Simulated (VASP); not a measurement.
# Fe (Im-3m) in VASP: a series of runs

The runs below take Fe through relaxation of cell and atoms, with PBE.

All numbers are computed with VASP 6.6.1; they aren't measurements. Logs are shortened: lines on timing, memory, paths and dates and some standing lists are left out, and cuts for length are marked.

## Step 1: Starting point

The structure is cubic, space group Im-3m (No. 229). The conventional cell has a = 2.886 Å, b = 2.886 Å, c = 2.886 Å, α = 90.00°, β = 90.00°, γ = 90.00°. Fe (site symmetry m-3m) is surrounded by 8 Fe at 2.50 Å.

## Step 2: Relaxation of cell and atoms, PBE, collinear spin, ferromagnetic start

File INCAR:

```
SYSTEM = Fe
  PREC = Accurate
  ENCUT = 520
  EDIFF = 1E-7
  ISMEAR = 0
  SIGMA = 0.1
  LREAL = .FALSE.
  LASPH = .TRUE.
  NELM = 120
  ALGO = Normal
  ISIF = 3
  LWAVE = .FALSE.
  LCHARG = .FALSE.
  ISPIN = 2
  MAGMOM = 2.5
  LORBIT = 11
  LMAXMIX = 4
  GGA = PE
  IBRION = 2
  NSW = 80
  EDIFFG = -0.15
```

File KPOINTS:

```
regular mesh
0
G
  20 20 20
  0 0 0
```

File POSCAR:

```
Fe
1.0
   -1.4430000000      1.4430000000      1.4430000000
    1.4430000000     -1.4430000000      1.4430000000
    1.4430000000      1.4430000000     -1.4430000000
Fe
1
Direct
    0.0000000000      0.0000000000      0.0000000000
```

Potentials or basis: VASP PAW PBE potentials, release 64 (Fe).

Command:

```console
cat potpaw_PBE.64/Fe/POTCAR > POTCAR
mpirun -np 1 vasp_std > vasp.out
```

OUTCAR:

```text
SYSTEM = Fe
   PREC = Accurate
   ENCUT = 520
   EDIFF = 1E-7
   ISMEAR = 0
   LREAL = .FALSE.
   LASPH = .TRUE.
   NELM = 120
   ISIF = 3
   ISPIN = 2
   LORBIT = 11
   GGA = PE
   IBRION = 2
   NSW = 80
   EDIFFG = -0.15

 ion  position               nearest neighbor table
   1  0.000  0.000  0.000-

  LATTYP: Found a body centered cubic cell.
 ALAT       =     2.8860000000

  Lattice vectors:

 A1 = (  -1.4430000000,   1.4430000000,   1.4430000000)
 A2 = (   1.4430000000,  -1.4430000000,   1.4430000000)
 A3 = (   1.4430000000,   1.4430000000,  -1.4430000000)

Analysis of symmetry for initial positions (statically):
=====================================================================
 Subroutine PRICEL returns:
 Original cell was already a primitive cell.

 Routine SETGRP: Setting up the symmetry group for a
 body centered cubic supercell.

 Subroutine GETGRP returns: Found 48 space group operations
 (whereof 48 operations were pure point group operations)
 out of a pool of 48 trial point group operations.

The static configuration has the point symmetry O_h .

Analysis of symmetry for dynamics (positions and initial velocities):
=====================================================================
 Subroutine PRICEL returns:
 Original cell was already a primitive cell.

 Routine SETGRP: Setting up the symmetry group for a
 body centered cubic supercell.

 Subroutine GETGRP returns: Found 48 space group operations
 (whereof 48 operations were pure point group operations)
 out of a pool of 48 trial point group operations.

The dynamic configuration has the point symmetry O_h .

Analysis of structural, dynamic, and magnetic symmetry:
=====================================================================
 Subroutine PRICEL returns:
 Original cell was already a primitive cell.

 Routine SETGRP: Setting up the symmetry group for a
 body centered cubic supercell.

 Subroutine GETGRP returns: Found 48 space group operations
 (whereof 48 operations were pure point group operations)
 out of a pool of 48 trial point group operations.

The overall configuration has the point symmetry O_h .

 Subroutine INISYM returns: Found 48 space group operations
 (whereof 48 operations are pure point group operations),
 and found     1 'primitive' translations

----------------------------------------------------------------------------------------

                                     Primitive cell
[... 106 lines left out ...]
   IALGO  =     38    algorithm
   IMIX   =      4    mixing-type and parameters
     AMIX     =   0.40;   BMIX     =  1.00
     AMIX_MAG =   1.60;   BMIX_MAG =  1.00
  volume/ion in A,a.u.               =      12.02        81.11
  Fermi-wavevector in a.u.,A,eV,Ry     =   1.429394  2.701162 27.798962  2.043166
  Thomas-Fermi vector in A             =   2.549352
   LORBIT       =     11    0 simple, 1 ext, 2 COOP (PROOUT), +10 PAW based schemes
   GGA     = PE    functional components
   LHFCALC =     F    Hartree Fock is set to
   AEXX    =    0.0000 exact exchange contribution
   IVDW    =     0    specifies the selected vdW correction
   LEPSILON=     F    determine dielectric tensor
   LRPA    =     F    only Hartree local field effects (RPA)
 conjugate gradient relaxation of ions
 spin polarized calculation
 Gauss-broadening in eV      SIGMA  =   0.10
  energy-cutoff  :      520.00
  volume of cell :       12.02
 maximum number of plane-waves:       336
   NGX =  9   NGY =  9   NGZ =  9

--------------------------------------- Ionic step        1  -------------------------------------------

 number of electron       7.9999995 magnetization       2.2838666

 Free energy of the ion-electron system (eV)
  ---------------------------------------------------
  ext. energy  EPLUGINS =         0.00000000
  ---------------------------------------------------
  free energy    TOTEN  =        -8.22482372 eV

  energy without entropy =       -8.21976873  energy(sigma->0) =       -8.22229622

------------------------ aborting loop because EDIFF is reached ----------------------------------------

  FORCE on cell =-STRESS in cart. coord.  units (eV):
  Direction    XX          YY          ZZ          XY          YZ          ZX
  --------------------------------------------------------------------------------------
  -------------------------------------------------------------------------------------
  Total       -0.7033850     -0.7033850     -0.7033850      0.0000000      0.0000000      0.0000000
  in kB      -93.7658446    -93.7658446    -93.7658446      0.0000000      0.0000000      0.0000000
  external PRESSURE =     -93.7658446 kB  Pullay stress =       0.0000000 kB
[... 57 lines left out ...]
--------------------------------------- Ionic step        3  -------------------------------------------

 number of electron       8.0000006 magnetization       2.1952427

 Free energy of the ion-electron system (eV)
  ---------------------------------------------------
  ext. energy  EPLUGINS =         0.00000000
  ---------------------------------------------------
  free energy    TOTEN  =        -8.24521617 eV

  energy without entropy =       -8.23988934  energy(sigma->0) =       -8.24255275

 E-fermi :   5.8284     XC(G=0): -13.1217

 val. band max:        5.8271650170   @ k =  -0.4500  -0.4500   0.3000
 cond. band min:       5.8305620746   @ k =  -0.4000   0.5000   0.1500
 fundamental gap:      0.0033970576
 Fermi energy:         5.8284062749

 spin component 1

 k-point     1 :       0.0000    0.0000    0.0000
  band No.  band energies     occupation
      1      -2.6057      1.00000
      2       3.5225      1.00000
      3       3.5225      1.00000
      4       3.5225      1.00000
      5       4.7349      1.00000
      6       4.7349      1.00000
      7      30.8624      0.00000
      8      30.8624      0.00000
      9      30.8624      0.00000
[... 265 lines left out ...]
 k-point    24 :       0.2500    0.1000    0.0000
  band No.  band energies     occupation
      1       0.5512      1.00000
      2       2.8058      1.00000
      3       3.2630      1.00000
      4       4.5670      1.00000
      5       4.9341      1.00000
      6       5.5400      0.99998
      7      19.5271      0.00000
      8      24.0109      0.00000
      9      27.4928      0.00000

 [... further k-points ...]

 spin component 2

 k-point     1 :       0.0000    0.0000    0.0000
  band No.  band energies     occupation
      1      -2.4378      1.00000
      2       5.4369      1.00000
      3       5.4370      1.00000
      4       5.4370      1.00000
      5       7.4924      0.00000
      6       7.4926      0.00000
      7      30.6107      0.00000
      8      30.6107      0.00000
      9      30.6107      0.00000
[... 304 lines left out ...]
  FREE ENERGIE OF THE ION-ELECTRON SYSTEM (eV)
  ---------------------------------------------------
  free  energy   TOTEN  =        -8.2452161719 eV

  energy  without entropy=       -8.2398893350  energy(sigma->0) =       -8.24255275

 reached required accuracy - stopping structural energy minimisation

 total charge

# of ion       s       p       d       tot
------------------------------------------
    1        0.488   0.543   6.239   7.269

 magnetization (x)

# of ion       s       p       d       tot
------------------------------------------
    1       -0.013  -0.056   2.261   2.193
```

CONTCAR:

```text
Fe
   1.00000000000000
    -1.4157793795083176    1.4157793795083176    1.4157793795083176
     1.4157793795083176   -1.4157793795083176    1.4157793795083176
     1.4157793795083176    1.4157793795083176   -1.4157793795083176
  Fe
     1
Direct
     0.0000000000000000    0.0000000000000000    0.0000000000000000

  0.00000000E+00  0.00000000E+00  0.00000000E+00
```

Wall time 51 s (1 thread of Intel Xeon 6975P-C (Granite Rapids), shared host); peak memory 0.17 GiB.

What came out:

```yaml
Free_energy: -8.2452 eV
Relaxed_volume: 11.35 Å³/atom
Relaxed_cell: a = 2.452 Å, b = 2.452 Å, c = 2.452 Å, α = 109.47°, β = 109.47°, γ = 109.47°
Space_group_after_relaxing_to_0.05_Å: Im-3m (No. 229)
Energy_gained_by_relaxing: 20.4 meV/atom
Ionic_steps: 3
Pressure_after_relaxing: 0.1 GPa
Band_gap_on_the_k_mesh: none (metal or under the smearing width)
Net_moment: 2.20 μB per cell
Site_moments: Fe +2.19 μB
Valence_electrons_inside_the_program's_atomic_spheres: Fe 7.27
```

Step by step:
| step | energy change (eV) | largest force (eV/Å) | pressure (GPa) | volume (Å³) |
| --- | --- | --- | --- | --- |
| 1 | 0.0000 | 0.0000 | -9.38 | 12.02 |
| 2 | -0.0063 | 0.0000 | 9.37 | 10.84 |
| 3 | -0.0204 | 0.0000 | 0.09 | 11.35 |

Final structure:
```xyz
1
Lattice="-1.4158 1.4158 1.4158 1.4158 -1.4158 1.4158 1.4158 1.4158 -1.4158" Properties=species:S:1:pos:R:3 pbc="T T T"
Fe    0.0000    0.0000    0.0000
```

Caveat: the relaxation stopped at a loose force limit of 0.15 eV/Å, so its end isn't a converged minimum.

## Step 3: Relaxation of cell and atoms, PBE, collinear spin, ferromagnetic start

This run uses another cell than the first one, of 11.35 Å³/atom, 0.944 times its volume.

INCAR is that of step 2.

KPOINTS is that of step 2.

File POSCAR:

```
Fe                                      
1.0
   -1.4157793795      1.4157793795      1.4157793795
    1.4157793795     -1.4157793795      1.4157793795
    1.4157793795      1.4157793795     -1.4157793795
  Fe            
     1
Direct
     0.0000000000000000    0.0000000000000000    0.0000000000000000
```

Potentials or basis: VASP PAW PBE potentials, release 64 (Fe).

Command:

```console
cat potpaw_PBE.64/Fe/POTCAR > POTCAR
mpirun -np 1 vasp_std > vasp.out
```

Wall time 21 s (1 thread of Intel Xeon 6975P-C (Granite Rapids), shared host); peak memory 0.16 GiB.

The run converged. Its results:

| Property | Result |
| --- | --- |
| Free energy | -8.2452 eV |
| Pressure after relaxing | 0.1 GPa |
| Band gap on the k mesh | none (metal or under the smearing width) |
| Net moment | 2.20 μB per cell |
| Site moments | Fe +2.19 μB |
| Valence electrons inside the program's atomic spheres | Fe 7.27 |

Final structure:
```yaml
crystal:
  lattice:
    - [-1.41578, 1.41578, 1.41578]
    - [1.41578, -1.41578, 1.41578]
    - [1.41578, 1.41578, -1.41578]
  atoms:
    - { symbol: Fe, position: [0.00000, 0.00000, 0.00000] }
```

Levels at points of the mesh, in eV from the Fermi level:
Spin up:
```
           k point  band 3  band 4  band 5  band 6  band 7  band 8
(0.00, 0.00, 0.00)   -2.31   -2.31   -1.09   -1.09   25.03   25.03
(0.50, 0.00, 0.00)   -1.03   -0.90    0.39    0.52    7.36   18.38
(0.50, 0.50, 0.50)    0.11    0.11    0.11    9.94    9.94    9.94
```
Spin down:
| k point | band 1 | band 2 | band 3 | band 4 | band 5 | band 6 | band 7 |
| --- | --- | --- | --- | --- | --- | --- | --- |
| (0.00, 0.00, 0.00) | -8.27 | -0.39 | -0.39 | -0.39 | 1.66 | 1.66 | 24.78 |
| (0.50, 0.00, 0.00) | -3.64 | -1.67 | 0.63 | 1.52 | 1.92 | 2.61 | 8.73 |
| (0.50, 0.50, 0.50) | -3.03 | -3.03 | 2.30 | 2.30 | 2.30 | 10.22 | 10.22 |

Caveat: the relaxation stopped at its first step, so nothing moved; the relaxation stopped at a loose force limit of 0.15 eV/Å, so its end isn't a converged minimum.
